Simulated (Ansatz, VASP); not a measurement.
## Two plane-wave programs on Ti

Contents of INCAR:

```
PREC     = Accurate       # precision mode
ENCUT    = 600            # plane-wave cutoff, eV
EDIFF    = 1E-7           # SCF threshold, eV
ISMEAR   = -1             # smearing method
SIGMA    = 0.08           # smearing width, eV
LREAL    = F              # projectors in reciprocal space
LASPH    = T              # aspherical terms in the spheres
NELM     = 80             # most SCF steps
ALGO     = Normal         # electronic algorithm
ISIF     = 3              # what is computed and relaxed
LWAVE    = F              # write WAVECAR
LCHARG   = F              # write CHGCAR
GGA      = PS             # functional
IBRION   = 2              # ionic algorithm
NSW      = 60             # ionic steps
EDIFFG   = -0.005         # ionic threshold
```

KPOINTS

```
Automatic mesh
0
Gamma
  14 14 14
```

The input POSCAR:

```
Ti
1.0
    2.6242136420      0.0000000000      0.0000000000
    0.0000000000      2.6242136420      0.0000000000
    0.0000000000      0.0000000000      2.6242136420
Ti
1
Direct
    0.0000000000      0.0000000000      0.0000000000
```

Input for Ansatz:

```yaml
crystal:
  lattice:
    - [2.624213642, 0.0, 0.0]
    - [0.0, 2.624213642, 0.0]
    - [0.0, 0.0, 2.624213642]
  atoms:
    - { symbol: Ti, position: [0.0, 0.0, 0.0] }
kpoints:
  mp_grid: { grid: [14, 14, 14] }
scf:
  occupations: { method: fermi_dirac, width: 0.08 }
hamiltonian:
  xc: pbesol
  pseudopotentials: { kind: paw }
output:
  forces: true
  stress: true
relax:
  f_tol: 0.005
  max_steps: 40
  cell: {}
```

Alike in both runs: task relaxation of cell and atoms; functional PBEsol; k mesh 14 × 14 × 14; occupations fermi-dirac, width 0.08 eV; no spin polarisation.

```csv
,VASP,Ansatz
version,VASP 6.6.1,Ansatz 0.2.0
potentials or method,"VASP PAW PBE potentials, release 64 (Ti_sv)","PAW with Ansatz's default frozen-core files, scalar-relativistic"
plane-wave cutoff (eV),600,420
valence electrons in the cell,12,12
```

Ansatz gave:

```
relaxed volume (Å³/atom)                                     : 17.49
relaxed cell length with the largest relative difference (Å) : 2.596
energy change over the relaxation (meV/atom)                 : -5
```

Question: Estimate VASP's values.

Answer: Relaxed volume (Å³/atom): 17.46; relaxed cell length with the largest relative difference (Å): 2.594; energy change over the relaxation (meV/atom): -5.

Caveats: the PAW data sets were made with another functional, which shifts forces and pressure a little (VASP).
